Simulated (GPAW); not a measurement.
Wanted: an ASE script for a GPAW 26.7.0 run.

```yaml
Task: band structure
Functional: LDA
Potentials_or_basis: PAW data sets generated in the run's folder for this functional
Cutoff: 800 eV
Basis: pw
k_mesh: 8 × 8 × 8
Occupations: fermi-dirac, width 0.05 eV
Spin: no spin polarisation
Maxiter: 150
Band_path: GXWKGLUWLK,UX
Band_points: 100
```

The structure of CaO lies in CaO.xyz:

```xyz
2
Lattice="0.0000000000 2.4035556960 2.4035556960 2.4035556960 0.0000000000 2.4035556960 2.4035556960 2.4035556960 0.0000000000" Properties=species:S:1:pos:R:3 pbc="T T T"
Ca     0.0000000000      0.0000000000      0.0000000000
O      2.4035556960      2.4035556960      2.4035556960
```

The cell is a database's computed one.

These files were run (other wordings do the same):

run.py

```python
from ase.dft.bandgap import bandgap
from ase.io import read, write
from ase.units import GPa
from gpaw import GPAW, PW, setup_paths

setup_paths.insert(0, '.')

atoms = read('CaO.xyz')

calc = GPAW(mode=PW(800),
            xc='LDA',
            kpts={'size': (8, 8, 8), 'gamma': True},
            occupations={'name': 'fermi-dirac', 'width': 0.05},
            nbands=16,
            convergence={'density': 1e-05, 'energy': 1e-05},
            maxiter=150,
            txt='gpaw.txt')
atoms.calc = calc
energy = atoms.get_potential_energy()
forces = atoms.get_forces()
stress = atoms.get_stress()
calc.write('gs.gpw')
write('result.traj', atoms)
print(f'Energy: {energy:.6f} eV')
print('Forces (eV/A):')
print(forces.round(4))
print('Stress (GPa):', (stress / GPa).round(3))
print('Fermi level:', round(calc.get_fermi_level(), 4), 'eV')
print(f'Gap: {bandgap(calc)[0]:.4f} eV, direct: {bandgap(calc, direct=True)[0]:.4f} eV')

path = atoms.cell.bandpath('GXWKGLUWLK,UX', npoints=100, eps=1e-4)
bs_calc = calc.fixed_density(kpts=path, symmetry='off', nbands=25,
                             convergence={'bands': 'CBM+6.0', 'eigenstates': 1e-6}, txt='bands.txt')
bs = bs_calc.band_structure()
bs.write('bs.json')
print(f'Gap on the path: {bandgap(bs_calc)[0]:.4f} eV')
```

Potentials or basis: PAW data sets generated in the run's folder for this functional, pw.

Launch:

```sh
$ gpaw-setup -f LDA Ca O
$ OMP_NUM_THREADS=1 python run.py
```

It gave:

```
Pressure                : -6.3 GPa
Band gap on the k mesh  : 3.52 eV, indirect (least direct gap 3.90 eV)
Band gap along the path : 3.52 eV, indirect (least direct gap 3.90 eV)
```

Run time: 39 s on 1 thread of AMD EPYC 7R43 64-Core Processor (Zen 3) (shared host), peak memory 0.26 GiB.
